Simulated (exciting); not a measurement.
# MgB2 (P6/mmm) in exciting: equation of state

How stiff is MgB2 in PBEsol, and what volume does it want? The cell is scaled to several volumes.

Program: exciting (release sodium). These are calculated values, not measurements. Logs are shortened: lines on timing, memory, paths and dates and some standing lists are left out, and cuts for length are marked.

## (1) The crystal as given

The structure is hexagonal, space group P6/mmm (No. 191). Conventional cell: a = 3.085 Å, b = 3.085 Å, c = 3.523 Å, α = 90.00°, β = 90.00°, γ = 120.00°. Mg (site symmetry 6/mmm) is surrounded by 12 B at 2.51 Å. Around B (site symmetry -6m2) lie 3 B at 1.78 Å.

## (2) Equation of state, PBEsol, 9.10 Å³/atom (volume scaled by 0.94)

input.xml

```xml
<input>
  <title>MgB2</title>
  <structure speciespath="./" tshift="false">
    <crystal scale="1">
      <basevect>5.710796087086 0.000000000000 0.000000000000</basevect>
      <basevect>-2.855398043543 4.945694487361 0.000000000000</basevect>
      <basevect>0.000000000000 0.000000000000 6.521599550954</basevect>
    </crystal>
    <species speciesfile="Mg.xml" rmt="2">
      <atom coord="0.000000000000 0.000000000000 0.000000000000"/>
    </species>
    <species speciesfile="B.xml" rmt="1.45">
      <atom coord="0.666666666700 0.333333333300 0.500000000000"/>
      <atom coord="0.333333333300 0.666666666700 0.500000000000"/>
    </species>
  </structure>
  <groundstate do="fromscratch" ngridk="10 10 8" rgkmax="7" gmaxvr="14" lmaxapw="10" lmaxmat="10" lmaxvr="8" xctype="GGA_PBE_SOL" stype="Fermi Dirac" swidth="0.00183747" nempty="12" ValenceRelativity="iora*" epsengy="1e-05" epspot="1e-05" maxscl="60" outputlevel="normal"/>
</input>
```

Potentials or basis: all-electron LAPW+lo, shipped species files, valence relativity iora*.

Run with:

```bash
$ OMP_NUM_THREADS=1 exciting_smp
```

INFO.OUT:

```text
================================================================================
EXCITING SODIUM started
[... 10 lines left out ...]

 Lattice vectors (cartesian) :
      5.7107960871      0.0000000000      0.0000000000
     -2.8553980435      4.9456944874      0.0000000000
      0.0000000000      0.0000000000      6.5215995510

 Reciprocal lattice vectors (cartesian) :
      1.1002293220      0.6352176952     -0.0000000000
      0.0000000000      1.2704353905      0.0000000000
      0.0000000000     -0.0000000000      0.9634423669

 Unit cell volume                           :     184.1950972573
 Brillouin zone volume                      :       1.3466710957

 Species :    1 (Mg)
     parameters loaded from                 :    Mg.xml
     name                                   :    magnesium
     nuclear charge                         :     -12.00000000
     electronic charge                      :      12.00000000
     atomic mass                            :   44305.30463000
     muffin-tin radius                      :       2.00000000
     # of radial points in muffin-tin       :     300

     atomic positions (lattice) :
       1 :   0.00000000  0.00000000  0.00000000

 Species :    2 (B)
     parameters loaded from                 :    B.xml
     name                                   :    boron
     nuclear charge                         :      -5.00000000
     electronic charge                      :       5.00000000
     atomic mass                            :   19707.24741000
     muffin-tin radius                      :       1.45000000
     # of radial points in muffin-tin       :     250

     atomic positions (lattice) :
       1 :   0.66666667  0.33333333  0.50000000
       2 :   0.33333333  0.66666667  0.50000000

 Total number of atoms per unit cell        :       3

 Spin treatment                             :    spin-unpolarised

 Number of Bravais lattice symmetries       :      24
 Number of crystal symmetries               :      24

 k-point grid                               :      10   10    8
 Total number of k-points                   :      70
 k-point set is reduced with crystal symmetries

 R^MT_min * |G+k|_max (rgkmax)              :       7.00000000
 Species with R^MT_min                      :       2 (B)
 Maximum |G+k| for APW functions            :       4.82758621
 Maximum |G| for potential and density      :      14.00000000

 G-vector grid sizes                        :      27    27    30
 Total number of G-vectors                  :    8555

 Maximum angular momentum used for
     APW functions                          :      10
     computing H and O matrix elements      :      10
     potential and density                  :       8
     inner part of muffin-tin               :       2

 Total nuclear charge                       :     -22.00000000
 Total electronic charge                    :      22.00000000
 Total core charge                          :       6.00000000
 Total valence charge                       :      16.00000000

 Number of empty states                     :      12
 Total number of valence states             :      21

 Maximum Hamiltonian size                   :     386
 Maximum number of plane-waves              :     370
 Total number of local-orbitals             :      16

 Exchange-correlation type                  :      22
     PBEsol, Phys. Rev. Lett. 100, 136406 (2008)
     Generalised gradient approximation (GGA)

 Smearing scheme                            :    Fermi-Dirac
 Smearing width                             :       0.00183747

 Using multisecant Broyden potential mixing
[... 6 lines left out ...]
* Groundstate module started                                                   *
********************************************************************************
 Output level for this task is set to normal

++++++++++++++++++++++++++++++++++++++++++++++++++++++++++++++++++++++++++++++++
[... 5 lines left out ...]
+ SCF iteration number :    1                                                  +
++++++++++++++++++++++++++++++++++++++++++++++++++++++++++++++++++++++++++++++++
 Total energy                               :      -249.26605809
 _______________________________________________________________
 Fermi energy                               :         0.24538901
 Kinetic energy                             :       249.61430635
 Coulomb energy                             :      -474.81762096
 Exchange energy                            :       -23.14288892
 Correlation energy                         :        -0.91985455

 DOS at Fermi energy (states/Ha/cell)       :        13.23177472

 Electron charges :
     core                                   :         6.00000000
     core leakage                           :         0.00155992
     valence                                :        16.00000000
     interstitial                           :         4.91286178
     charge in muffin-tin spheres :
                  atom     1    Mg          :        10.27630402
                  atom     2     B          :         3.40541710
                  atom     3     B          :         3.40541710
     total charge in muffin-tins            :        17.08713822
     total charge                           :        22.00000000
[... 246 lines left out ...]
 Electron charges :
     core                                   :         6.00000000
     core leakage                           :         0.00158469
     valence                                :        16.00000000
     interstitial                           :         5.11438158
     charge in muffin-tin spheres :
                  atom     1    Mg          :        10.39598003
                  atom     2     B          :         3.24481919
                  atom     3     B          :         3.24481919
     total charge in muffin-tins            :        16.88561842
     total charge                           :        22.00000000

 RMS change in effective potential (target) :  0.451337E-01  ( 0.100000E-04)
 Absolute change in total energy   (target) :  0.136440E-02  ( 0.100000E-04)
 Charge distance                   (target) :  0.284492E-03  ( 0.100000E-04)

++++++++++++++++++++++++++++++++++++++++++++++++++++++++++++++++++++++++++++++++
[... 28 further cycles ...]
+ SCF iteration number :   39                                                  +
++++++++++++++++++++++++++++++++++++++++++++++++++++++++++++++++++++++++++++++++
 Total energy                               :      -249.37836327
 _______________________________________________________________
 Fermi energy                               :         0.28207520
 Kinetic energy                             :       249.40218691
 Coulomb energy                             :      -474.78725901
 Exchange energy                            :       -23.06563009
 Correlation energy                         :        -0.92766108

 DOS at Fermi energy (states/Ha/cell)       :        22.69725420

 Electron charges :
     core                                   :         6.00000000
     core leakage                           :         0.00158508
     valence                                :        16.00000000
     interstitial                           :         5.11542718
     charge in muffin-tin spheres :
                  atom     1    Mg          :        10.39661560
                  atom     2     B          :         3.24397861
                  atom     3     B          :         3.24397861
     total charge in muffin-tins            :        16.88457282
     total charge                           :        22.00000000
[... 250 lines left out ...]
 Electron charges :
     core                                   :         6.00000000
     core leakage                           :         0.00158508
     valence                                :        16.00000000
     interstitial                           :         5.11542898
     charge in muffin-tin spheres :
                  atom     1    Mg          :        10.39660933
                  atom     2     B          :         3.24398084
                  atom     3     B          :         3.24398084
     total charge in muffin-tins            :        16.88457102
     total charge                           :        22.00000000

 RMS change in effective potential (target) :  0.290302E-06  ( 0.100000E-04)
 Absolute change in total energy   (target) :  0.889517E-08  ( 0.100000E-04)
 Charge distance                   (target) :  0.552561E-08  ( 0.100000E-04)

++++++++++++++++++++++++++++++++++++++++++++++++++++++++++++++++++++++++++++++++
| Convergency criteria checked for the last 2 iterations                       +
| Convergence targets achieved. Performing final SCF iteration                 +
++++++++++++++++++++++++++++++++++++++++++++++++++++++++++++++++++++++++++++++++
 Total energy                               :      -249.37738079
 _______________________________________________________________
 Fermi energy                               :         0.28207452
 Kinetic energy                             :       249.40213777
 Coulomb energy                             :      -474.78629722
 Exchange energy                            :       -23.06556075
 Correlation energy                         :        -0.92766058

 DOS at Fermi energy (states/Ha/cell)       :        22.69677090

 Electron charges :
     core                                   :         6.00000000
     core leakage                           :         0.00158508
     valence                                :        16.00000000
     interstitial                           :         5.11542901
     charge in muffin-tin spheres :
                  atom     1    Mg          :        10.39660936
                  atom     2     B          :         3.24398082
                  atom     3     B          :         3.24398082
     total charge in muffin-tins            :        16.88457099
     total charge                           :        22.00000000

++++++++++++++++++++++++++++++++++++++++++++++++++++++++++++++++++++++++++++++++
[... 7 lines left out ...]

--------------------------------------------------------------------------------
- CAUTION! Warnings have been written in file WARNING.OUT !                    -
--------------------------------------------------------------------------------
================================================================================
| EXCITING SODIUM stopped                                                      =
================================================================================
```

Run time: 8.1 min. Hardware: 1 thread of Intel Xeon Platinum 8488C (Sapphire Rapids), shared host; peak memory 0.15 GiB.

Results:

```
Free energy                                       : -6785.9110 eV
Band gap on the k mesh                            : none (metal or under the smearing width)
All electrons inside the program's atomic spheres : Mg 10.40; B 3.24 (radii Mg 2.0, B 1.45 bohr)
```

Caveat: the log's total energy holds no entropy term; the free energy is that total less TS from the occupations.

(Continued in part 2 of 2.)
